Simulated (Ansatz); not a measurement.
**Computed properties of Tc**

```
Tc
1.0
     2.74000    0.00000    0.00000
    -1.37000    2.37291    0.00000
     0.00000    0.00000    4.39800
Tc
2
Cartesian
  0.0000 1.5819 1.0995
  1.3700 0.7910 3.2985
```

Atom numbers follow the list: Tc1, Tc2.

The conventional cell has a = 2.740 Å, b = 2.740 Å, c = 4.398 Å, α = 90.00°, β = 90.00°, γ = 120.00°. Around Tc (atom 1) lie 12 Tc at 2.71 to 2.74 Å.

The cell is COD entry 1541062, as deposited and not checked against the literature; nothing was relaxed.

Level of theory: DFT, PBE, all-electron LAPW, scalar-relativistic in Ansatz 0.2.0.

Sampling and basis: a Γ-centred 17×17×9 k mesh, Fermi–Dirac smearing of 0.08 eV, basis error target 1 meV/atom, no spin polarisation.

| Quantity | Value |
| --- | --- |
| Band gap | none: bands cross the Fermi level, a metal |
| Volume per atom | 14.30 Å³ |

(1) Stress xx, yy, zz (compression positive): what does the calculation give?

(2) Predict this quantity. Pressure at this cell.

(3) Predict this quantity. Density of states at the Fermi level (0.2 eV bin).

Results:

(1) 3.51, 3.51, 2.32 GPa.

(2) 3.11 GPa.

(3) 1.79 states/eV per cell.
